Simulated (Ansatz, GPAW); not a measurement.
**Cd: programs and potentials compared**

```
Cd
1.0
     1.60803    0.92840    2.44929
    -1.60803    0.92840    2.44929
     0.00000   -1.85679    2.44929
Cd
1
Direct
  0.00000 0.00000 0.00000
```

This isn't the form of Cd at room conditions, which is hcp.

Alike in all runs: task single point; functional PBEsol; k mesh 10 × 10 × 10; occupations gaussian, width 0.05 eV; no spin polarisation; no spin-orbit coupling. Pressure is positive in compression and, in plane waves, holds the error of the finite cutoff, which Ansatz's Pulay term estimates and takes out.

```tsv
program and potentials	plane-wave cutoff (eV)	notes	pressure (GPa)
Ansatz, Ansatz PAW	420	potentials made for PBE, which Ansatz adapts in part; 20 valence electrons an atom on average; Pulay term of +0.04 GPa included	-2.18
GPAW, PAW data sets generated for this functional	600	12 valence electrons an atom on average	-2.67
Ansatz, all-electron LAPW, scalar-relativistic	-	-	-2.19
```

The pressure spans -2.67 (GPAW, PAW data sets generated for this functional) to -2.18 GPa (Ansatz, Ansatz PAW), with all-electron results at -2.19.

The functional is the same throughout but for its coding, so the spread measures potentials, basis and numerics; runs on potential files found faulty are left out.
